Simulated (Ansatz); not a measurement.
Find the missing element

Cell vectors (Å):

```
0.0000 2.2137 2.2137
2.2137 0.0000 2.2137
2.2137 2.2137 0.0000
```

| atom | a | b | c |
| --- | --- | --- | --- |
| Nb | 0.0000 | 0.0000 | 0.0000 |
| X | 0.5000 | 0.5000 | 0.5000 |

Level of theory: LDA, PAW on Ansatz 0.2.0's default frozen-core files (fitted under PBE), scalar-relativistic. k mesh 18×18×18, strains of ±0.005, Fermi-Dirac smearing of 0.100 eV.

Elastic constants of a crystal by Kohn-Sham DFT: slopes of the stress over finite engineering strains of the given cell, Voigt indices, Cartesian axes as in the cell vectors.

| index | elastic (GPa) |
| --- | --- |
| 11 | 738.5 |
| 12 | 130.2 |
| 44 | 177.2 |

All X atoms are one element. Which one was computed?

C; the crystal is NbC (Fm-3m).

Known limits: frozen-core PAW files fitted under PBE, their cores solved anew for the functional of the run; responses of metals move with mesh and smearing.
